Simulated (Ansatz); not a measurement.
## As under changes of volume

One of the cells (19.764 Å³/atom); the others are scaled copies at fixed shape and fractional positions:

```
CELL_PARAMETERS angstrom
2.70368 0.00000 0.00000
0.00000 2.70368 0.00000
0.00000 0.00000 2.70368
ATOMIC_POSITIONS crystal
As 0.50000 0.50000 0.50000
```

This isn't the form of As at room conditions, which is rhombohedral.

```yaml
Program: Ansatz 0.2.0
Functional: PBEsol
Potentials_or_basis: all-electron LAPW, scalar-relativistic
Cutoff: 258 eV (chosen from the basis error)
Basis_error_allowed: 0.0005 eV/atom
k_mesh: 10 × 10 × 10
Occupations: fermi-dirac, width 0.05 eV
Spin: no spin polarisation
```

```csv
volume (Å³/atom),energy over the lowest point (meV/atom),pressure (GPa)
18.578,11.03,4.4
18.973,2.94,2.2
19.368,0.00,0.2
19.764,?,?
20.159,7.42,-3.1
20.554,16.96,-4.6
20.949,29.90,-5.9
```

Q: What does the run at 19.764 Å³/atom give?

A: Energy over the lowest point 1.63 meV/atom; pressure -1.6 GPa.

Worked out: A Birch-Murnaghan fit of order 3 (a polynomial in V^(-2/3)) to the other rows has its minimum at 19.42 Å³/atom with B0 = V·E''(V) = 90 GPa and B' = 4.0. It gives 1.63 meV/atom at 19.764 Å³/atom, against the run's 1.63, and -dE/dV = -1.5 GPa, against -1.6.

Energies are extrapolated to zero smearing.
